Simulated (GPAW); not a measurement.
# InAs (F-43m) in GPAW: settings compared

Aim: see how the results for InAs move with the level of theory and the settings. Levels: PBE, LDA. Tasks: band structure, one-shot levels on a semilocal density.

All numbers are computed with GPAW 26.7.0; they aren't measurements. Logs are shortened: lines on timing, memory, paths and dates and some standing lists are left out, and cuts for length are marked. The log counts tension as positive stress, the text compression.

### 1 Starting point

It takes space group F-43m (No. 216, cubic). Conventional cell: a = 6.036 Å, b = 6.036 Å, c = 6.036 Å, α = 90.00°, β = 90.00°, γ = 90.00°. In (site symmetry -43m) is surrounded by 4 As at 2.61 Å. As (site symmetry -43m) has 4 In at 2.61 Å as nearest neighbours.

### 2 Band structure, PBE

Contents of run.py:

```python
from ase.dft.bandgap import bandgap
from ase.io import read, write
from gpaw import GPAW

atoms = read('POSCAR')

calc = GPAW(mode='lcao',
            h=0.16,
            basis='dz(dzp)',
            xc='PBE',
            kpts={'size': (6, 6, 6), 'gamma': True},
            occupations={'name': 'fermi-dirac', 'width': 0.05},
            convergence={'density': 1e-05, 'energy': 1e-05},
            maxiter=150,
            txt='gpaw.txt')
atoms.calc = calc
energy = atoms.get_potential_energy()
forces = atoms.get_forces()
calc.write('gs.gpw')
write('result.traj', atoms)
print(f'Energy: {energy:.6f} eV')
print('Forces (eV/A):')
print(forces.round(4))
print('Fermi level:', round(calc.get_fermi_level(), 4), 'eV')
print(f'Gap: {bandgap(calc)[0]:.4f} eV, direct: {bandgap(calc, direct=True)[0]:.4f} eV')

path = atoms.cell.bandpath('GXWKGLUWLK,UX', npoints=60, eps=1e-4)
bs_calc = calc.fixed_density(kpts=path, symmetry='off', txt='bands.txt')
bs = bs_calc.band_structure()
bs.write('bs.json')
print(f'Gap on the path: {bandgap(bs_calc)[0]:.4f} eV')
```

Contents of POSCAR:

```
InAs
1.0
    0.0000000000      3.0180000000      3.0180000000
    3.0180000000      0.0000000000      3.0180000000
    3.0180000000      3.0180000000      0.0000000000
In As
1 1
Direct
    0.0000000000      0.0000000000      0.0000000000
    0.7500000000      0.7500000000      0.7500000000
```

Potentials or basis: GPAW PAW data sets (gpaw-data 1.2.1), lcao:dz(dzp).

The run is started by

```sh
> OMP_NUM_THREADS=1 python run.py
```

gpaw.txt:

```text
__  _  _
 | _ |_)|_||  |
 |__||  | ||/\| - 26.7.0

Input parameters:
  mode=LCAO(),
  basis={'default': 'dz(dzp)'},
  convergence={'density': 1e-05, 'energy': 1e-05},
  h=0.16,
  kpts=MonkhorstPack(size=(6, 6, 6), gamma=True),
  maxiter=150,
  occupations=Occupations(name='fermi-dirac', width=0.05),
  xc=XC(name='PBE')

                     As

       In

Atoms  # Å, Bohr magnetons
|   | symbol |        x |        y |        z |    initial magnetic moments |
|---|--------|----------|----------|----------|-----------------------------|
| 0 |     In | 0.000000 | 0.000000 | 0.000000 | ( 0.0000,  0.0000,  0.0000) |
| 1 |     As | 4.527000 | 4.527000 | 4.527000 | ( 0.0000,  0.0000,  0.0000) |

Unit cell  # Å
| periodic |        x |        y |        z |  lengths |    angles |
|----------|----------|----------|----------|----------|-----------|
|      yes | 0.000000 | 3.018000 | 3.018000 | 4.268097 | 60.000000 |
|      yes | 3.018000 | 0.000000 | 3.018000 | 4.268097 | 60.000000 |
|      yes | 3.018000 | 3.018000 | 0.000000 | 4.268097 | 60.000000 |

Number of symmetries: 24
Symmetry operations  # r_c * U_cc + t_c -> r_c
|    | kind |            matrix            |
|----|------|------------------------------|
|  0 |  E   |  1, 0, 0,  0, 1, 0,  0, 0, 1 |
|  1 |  σ   |  1, 0, 0,  0, 0, 1,  0, 1, 0 |
|  2 |  σ   |  1, 0,-1,  0, 1,-1,  0, 0,-1 |
|  3 |  C3  |  1, 0,-1,  0, 0,-1,  0, 1,-1 |
|  4 |  C3  |  1,-1, 0,  0,-1, 1,  0,-1, 0 |
|  5 |  σ   |  1,-1, 0,  0,-1, 0,  0,-1, 1 |
|  6 |  σ   |  0, 1, 0,  1, 0, 0,  0, 0, 1 |
|  7 |  C3  |  0, 1, 0,  0, 0, 1,  1, 0, 0 |
|  8 |  C2  |  0, 1,-1,  1, 0,-1,  0, 0,-1 |
|  9 |  S4  |  0, 1,-1,  0, 0,-1,  1, 0,-1 |
| 10 |  C3  |  0, 0, 1,  1, 0, 0,  0, 1, 0 |
| 11 |  σ   |  0, 0, 1,  0, 1, 0,  1, 0, 0 |
| 12 |  S4  |  0, 0,-1,  1, 0,-1,  0, 1,-1 |
| 13 |  C3  |  0, 0,-1,  0, 1,-1,  1, 0,-1 |
| 14 |  S4  |  0,-1, 1,  1,-1, 0,  0,-1, 0 |
| 15 |  C2  |  0,-1, 1,  0,-1, 0,  1,-1, 0 |
| 16 |  C3  |  0,-1, 0,  1,-1, 0,  0,-1, 1 |
| 17 |  S4  |  0,-1, 0,  0,-1, 1,  1,-1, 0 |
| 18 |  S4  | -1, 1, 0, -1, 0, 1, -1, 0, 0 |
| 19 |  C3  | -1, 1, 0, -1, 0, 0, -1, 0, 1 |
| 20 |  C3  | -1, 0, 1, -1, 1, 0, -1, 0, 0 |
| 21 |  S4  | -1, 0, 1, -1, 0, 0, -1, 1, 0 |
| 22 |  σ   | -1, 0, 0, -1, 1, 0, -1, 0, 1 |
| 23 |  C2  | -1, 0, 0, -1, 0, 1, -1, 1, 0 |

BZ-sampling:
  Number of BZ points: 216
  Number of IBZ points: 16

  Monkhorst-Pack size: [6, 6, 6]
  Monkhorst-Pack shift: [0.08333333333333333, 0.08333333333333333, 0.08333333333333333]

K-points  # in reciprocal-cell coordinates
|     |                                coordinates |     weight |
|-----|--------------------------------------------|------------|
|   0 | (  0.00000000,   0.00000000,   0.00000000) | 0.00462963 |
|   1 | (  0.16666667,   0.16666667,   0.00000000) | 0.02777778 |
|   2 | (  0.16666667,   0.16666667,   0.16666667) | 0.03703704 |
|   3 | (  0.33333333,   0.16666667,   0.16666667) | 0.05555556 |
|   4 | (  0.33333333,   0.33333333,  -0.33333333) | 0.05555556 |
|   5 | (  0.33333333,   0.33333333,   0.00000000) | 0.02777778 |
|   6 | (  0.33333333,   0.33333333,   0.16666667) | 0.11111111 |
|   7 | (  0.33333333,   0.33333333,   0.33333333) | 0.03703704 |
|   8 | (  0.50000000,   0.33333333,  -0.33333333) | 0.11111111 |
|   9 | (  0.50000000,   0.33333333,  -0.16666667) | 0.05555556 |
| ... |                                            |            |
|  15 | (  0.50000000,   0.50000000,   0.50000000) | 0.01851852 |

basis functions: 26
Spin-components: 1 (collinear spins)
Bands:           13
Projectors:      11
Spin-degeneracy: 2
Datatype:        <class 'complex'>

Parallelization:
  kpt:    1
  domain: 1
  band:   1

Density:
  Valence electrons: 18.0
  Components: 1
  Grid points: [20 20 20]
  Charge: 0.0  # |e|

Potential:
  Grid points: [20 20 20]

species:
  In:
    name:    Indium
    Z:       49.0
    valence: 13
    core:    36
    charge:  0.0  # [|e|]
    compensation charges:
      type: gauss
      rc: 0.36  # [Å]
      lmax: 2
    cutoffs:
      filter: 2.09  # [Å]
      core: 2.48  # [Å]
    projectors
    | kind |    occ | energy [eV] | rcut [Å] |
    |------|--------|-------------|----------|
    |   5s |  2.000 |      -8.203 |    1.185 |
    |   5p |  1.000 |      -2.521 |    1.244 |
    |   4d | 10.000 |     -18.629 |    1.148 |
    |    s |        |      19.008 |    1.185 |
    |    p |        |      24.691 |    1.244 |
    |    d |        |       8.583 |    1.148 |

    LCAO basis set for In:
      Name: dz(dzp)
      File: <dir>
      Number of radial functions: 6
      Number of spherical harmonics: 18
        l=0, rc=7.7188 Bohr: 5s-sz confined orbital
        l=1, rc=10.7500 Bohr: 5p-sz confined orbital
        l=2, rc=4.4219 Bohr: 4d-sz confined orbital
        l=0, rc=4.5312 Bohr: 5s-dz split-valence wave
        l=1, rc=6.4688 Bohr: 5p-dz split-valence wave
        l=2, rc=2.7344 Bohr: 4d-dz split-valence wave
      Number of RI-basis functions 0

  As:
    name:    Arsenic
    Z:       33.0
    valence: 5
[... 86 lines left out ...]
|  7 |  C3  |  0, 1, 0,  0, 0, 1,  1, 0, 0 |
|  8 |  C2  |  0, 1,-1,  1, 0,-1,  0, 0,-1 |
|  9 |  S4  |  0, 1,-1,  0, 0,-1,  1, 0,-1 |
| 10 |  C3  |  0, 0, 1,  1, 0, 0,  0, 1, 0 |
| 11 |  σ   |  0, 0, 1,  0, 1, 0,  1, 0, 0 |
| 12 |  S4  |  0, 0,-1,  1, 0,-1,  0, 1,-1 |
| 13 |  C3  |  0, 0,-1,  0, 1,-1,  1, 0,-1 |
| 14 |  S4  |  0,-1, 1,  1,-1, 0,  0,-1, 0 |
| 15 |  C2  |  0,-1, 1,  0,-1, 0,  1,-1, 0 |
| 16 |  C3  |  0,-1, 0,  1,-1, 0,  0,-1, 1 |
| 17 |  S4  |  0,-1, 0,  0,-1, 1,  1,-1, 0 |
| 18 |  S4  | -1, 1, 0, -1, 0, 1, -1, 0, 0 |
| 19 |  C3  | -1, 1, 0, -1, 0, 0, -1, 0, 1 |
| 20 |  C3  | -1, 0, 1, -1, 1, 0, -1, 0, 0 |
| 21 |  S4  | -1, 0, 1, -1, 0, 0, -1, 1, 0 |
| 22 |  σ   | -1, 0, 0, -1, 1, 0, -1, 0, 1 |
| 23 |  C2  | -1, 0, 0, -1, 0, 1, -1, 1, 0 |

BZ-sampling:
  Number of BZ points: 216
  Number of IBZ points: 16

  Monkhorst-Pack size: [6, 6, 6]
  Monkhorst-Pack shift: [0.08333333333333333, 0.08333333333333333, 0.08333333333333333]

K-points  # in reciprocal-cell coordinates
|     |                                coordinates |     weight |
|-----|--------------------------------------------|------------|
|   0 | (  0.00000000,   0.00000000,   0.00000000) | 0.00462963 |
|   1 | (  0.16666667,   0.16666667,   0.00000000) | 0.02777778 |
|   2 | (  0.16666667,   0.16666667,   0.16666667) | 0.03703704 |
|   3 | (  0.33333333,   0.16666667,   0.16666667) | 0.05555556 |
|   4 | (  0.33333333,   0.33333333,  -0.33333333) | 0.05555556 |
|   5 | (  0.33333333,   0.33333333,   0.00000000) | 0.02777778 |
|   6 | (  0.33333333,   0.33333333,   0.16666667) | 0.11111111 |
|   7 | (  0.33333333,   0.33333333,   0.33333333) | 0.03703704 |
|   8 | (  0.50000000,   0.33333333,  -0.33333333) | 0.11111111 |
|   9 | (  0.50000000,   0.33333333,  -0.16666667) | 0.05555556 |
| ... |                                            |            |
|  15 | (  0.50000000,   0.50000000,   0.50000000) | 0.01851852 |

basis functions: 26
Spin-components: 1 (collinear spins)
Bands:           13
Projectors:      11
Spin-degeneracy: 2
Datatype:        <class 'complex'>

Parallelization:
  kpt:    1
  domain: 1
  band:   1

Density:
  Valence electrons: 18.0
  Components: 1
  Grid points: [20 20 20]
  Charge: 0.0  # |e|

Potential:
  Grid points: [20 20 20]

species:
  In:
    name:    Indium
    Z:       49.0
    valence: 13
    core:    36
    charge:  0.0  # [|e|]
    compensation charges:
      type: gauss
      rc: 0.36  # [Å]
      lmax: 2
    cutoffs:
      filter: 2.09  # [Å]
      core: 2.48  # [Å]
    projectors
    | kind |    occ | energy [eV] | rcut [Å] |
    |------|--------|-------------|----------|
    |   5s |  2.000 |      -8.203 |    1.185 |
    |   5p |  1.000 |      -2.521 |    1.244 |
    |   4d | 10.000 |     -18.629 |    1.148 |
    |    s |        |      19.008 |    1.185 |
    |    p |        |      24.691 |    1.244 |
    |    d |        |       8.583 |    1.148 |

    LCAO basis set for In:
      Name: dz(dzp)
      File: <dir>
      Number of radial functions: 6
      Number of spherical harmonics: 18
        l=0, rc=7.7188 Bohr: 5s-sz confined orbital
        l=1, rc=10.7500 Bohr: 5p-sz confined orbital
        l=2, rc=4.4219 Bohr: 4d-sz confined orbital
        l=0, rc=4.5312 Bohr: 5s-dz split-valence wave
        l=1, rc=6.4688 Bohr: 5p-dz split-valence wave
        l=2, rc=2.7344 Bohr: 4d-dz split-valence wave
      Number of RI-basis functions 0

  As:
    name:    Arsenic
    Z:       33.0
    valence: 5
    core:    28
    charge:  0.0  # [|e|]
    compensation charges:
      type: gauss
      rc: 0.33  # [Å]
      lmax: 2
    cutoffs:
      filter: 1.87  # [Å]
      core: 2.96  # [Å]
    projectors
    | kind |    occ | energy [eV] | rcut [Å] |
    |------|--------|-------------|----------|
    |   4s |  2.000 |     -14.487 |    1.058 |
    |   4p |  3.000 |      -5.196 |    1.058 |
    |    s |        |      12.725 |    1.058 |
    |    p |        |      22.016 |    1.058 |
    |    d |        |       0.000 |    1.058 |

    LCAO basis set for As:
      Name: dz(dzp)
      File: <dir>
      Number of radial functions: 4
      Number of spherical harmonics: 8
        l=0, rc=6.1250 Bohr: 4s-sz confined orbital
        l=1, rc=7.9531 Bohr: 4p-sz confined orbital
        l=0, rc=3.4219 Bohr: 4s-dz split-valence wave
        l=1, rc=4.6094 Bohr: 4p-dz split-valence wave
      Number of RI-basis functions 0

Reference energy: -221478.393260  # eV

eigensolver:
  <gpaw.new.lcao.eigensolver.LCAOEigensolver object>
density mixing:
  MSR1-Mixer
  Pratt-step length: 0.05
  Maximum mixing coefficient: 0.75
  Old densities: 10
  SVD Regularization: 0.005
  Good broyden scale: 1.0
  Trust region scale: 1.0
  Backstep threshold: 4.0
  History deletion threshold: 6.0
  Fourier metric: weight=20.0, sigma=0.015

occupation numbers:
  Fermi-Dirac:
    width: 0.0500  # eV

FastPoissonSolver using
    Stencil: 12*3+1=37 point O(h^6) finite-difference Laplacian
    FFT axes: [np.int64(0), np.int64(1), np.int64(2)]
    FST axes: []

xc functional:
  name: PBE with 2 nearest neighbor stencil
interpolation: tri-quintic # 5. degree polynomial

convergence criteria:
[... 6 lines left out ...]
|iter     | |      energy | eigst |  dens |
|---------|-|-------------|-------|-------|
|iter:   1| |   -7.120611 |      c|       |
|iter:   2| |   -7.097399 |      c| -1.33 |
|iter:   3| |   -7.014241 |      c| -1.36 |
|iter:   4| |   -7.014692 |      c| -1.98 |
|iter:   5| |   -7.014636 |      c| -2.50 |
|iter:   6| |   -7.014636c|      c| -3.78 |
|iter:   7| |   -7.014636c|      c| -4.30 |
|iter:   8| |   -7.014636c|      c| -5.36c|

Converged in 8 steps
Energy contributions relative to reference atoms: (reference = -221478.393260)

Energy contributions:
  Kinetic:          29.558788
  Coulomb:         -26.155320
  Zero:              0.105882
  External:          0.000000
  Xc:              -10.523495
  Entropy:          -0.000983
  Spinorbit:         0.000000
  ----------------------------
  Free energy:      -7.015127
  Extrapolated:     -7.014636

dipole moment: (-16.994976, -16.994976, -16.994976)  # |e|*Ang

Fermi level: 4.964
Eigenvalues  # (at kpt = [0.000, 0.000, 0.000])
| band index |      eig [eV] | occ [0-2] |
|------------|---------------|-----------|
|          0 |        -9.329 |     2.000 |
|        ... |               |           |
|          2 |        -9.326 |     2.000 |
|          3 |        -9.134 |     2.000 |
|          4 |        -9.134 |     2.000 |
|          5 |        -6.993 |     2.000 |
|          6 |         4.784 |     1.946 |
|          7 |         4.926 |     1.362 |
|          8 |         4.926 |     1.362 |
|          9 |         4.926 |     1.360 |
|         10 |         9.207 |     0.000 |
|         11 |         9.208 |     0.000 |
|         12 |         9.208 |     0.000 |

No gap
No difference between direct/indirect transitions

Forces  # eV/Ang
|        x |        y |        z |
|----------|----------|----------|
|  0.00000 | -0.00000 | -0.00000 |  # In   0
| -0.00000 |  0.00000 |  0.00000 |  # As   1

# Writing to gs.gpw (mode='')
```

Wall time 13 s (1 thread of Arm Neoverse V2, shared host); peak memory 0.17 GiB.

These settings aren't checked as converged: the numbers below hold their error.

Results:

```
Free energy             : -7.0151 eV
Band gap along the path : none (metal or under the smearing width)
```

Caveat: the real-space grid adds noise to forces; spin-orbit coupling is left out, which moves the levels of the heavy elements; the basis of atomic orbitals isn't converged, which shifts pressures, moduli and gaps.

(Part 1 of 2 ends here.)
